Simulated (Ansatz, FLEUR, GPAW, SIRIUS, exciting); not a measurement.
## Zn: programs and potentials compared

```
Zn
1.0
     0.00399    2.00457    1.96702
     1.95665   -0.00432    1.97532
     1.92741    1.98363    0.02492
Zn
1
Direct
  0.97223 0.01156 0.01002
```

This isn't the form of Zn at room conditions, which is hcp.

The given cell was strained at random by a few per cent at fixed volume.

Alike in all runs: task single point; functional PBEsol; k mesh 12 × 12 × 12; occupations fermi-dirac, width 0.05 eV; no spin polarisation; no spin-orbit coupling. Pressure is positive in compression and, in plane waves, holds the error of the finite cutoff.

```csv
program and potentials,plane-wave cutoff (eV),notes,band gap (eV),pressure (GPa),energy over the undisturbed cell (meV/atom)
"SIRIUS, PseudoDojo 0.4.1 PBEsol standard (scalar relativistic)",1152,20 valence electrons an atom on average,?,?,-
"Ansatz, all-electron LAPW, scalar-relativistic",-,-,no gap,-5.03,-
"exciting, all-electron LAPW+lo, shipped species files, valence relativity iora*",-,-,no gap,-,-0.05
"GPAW, PAW data sets generated for this functional",600,12 valence electrons an atom on average,no gap,-5.26,-0.10
"FLEUR, all-electron, FLAPW",-,-,no gap,-,-0.12
```

Q: Estimate from the other rows what the run with SIRIUS, PseudoDojo 0.4.1 PBEsol standard (scalar relativistic) gave.

A: No band gap; pressure -5.18 GPa. The other rows, which needn't bracket it: pressure -5.26 to -5.03; energy over the undisturbed cell -0.12 to -0.05.
